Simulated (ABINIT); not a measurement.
The system is NiO.

```
Ni O
1.0
     0.00000    2.08590    2.08590
     2.08590    0.00000    2.08590
     2.08590    2.08590    0.00000
Ni O
1 1
Direct
  0.00000 0.00000 0.00000
  0.50000 0.50000 0.50000
```

Base run:

| Property | Result |
| --- | --- |
| Program | ABINIT 10.8.3 (patched build) |
| Functional | WC |
| Potentials or basis | JTH PAW PBE v2.0 |
| Cutoff | 1333 eV |
| k mesh | 9 × 9 × 9 |
| Occupations | fermi-dirac, width 0.05 eV |
| Spin | collinear spin, ferromagnetic start |
| Starting moments | [1.0, 0.0] μB |

Its results: band gap on the k mesh none (metal or under the smearing width); pressure -11.4 GPa; net moment 0.00 μB per cell.

Task: After a change of settings the same cell gave: band gap on the k mesh none (metal or under the smearing width); pressure -2.7 GPa; net moment 0.00 μB per cell. Which change was it?
A. functional from WC to AM05
B. functional from WC to PW91
C. functional from WC to revPBE

Result: B.

PW91 binds less tightly than WC, so the same cell stands under more pressure.

Caveats: small starting moments can end in a higher magnetic state in this program; the PAW data sets were made with another functional, which shifts forces and pressure a little; semilocal functionals often make such compounds metallic where correlation or magnetic order opens a gap, which also shifts bond lengths.
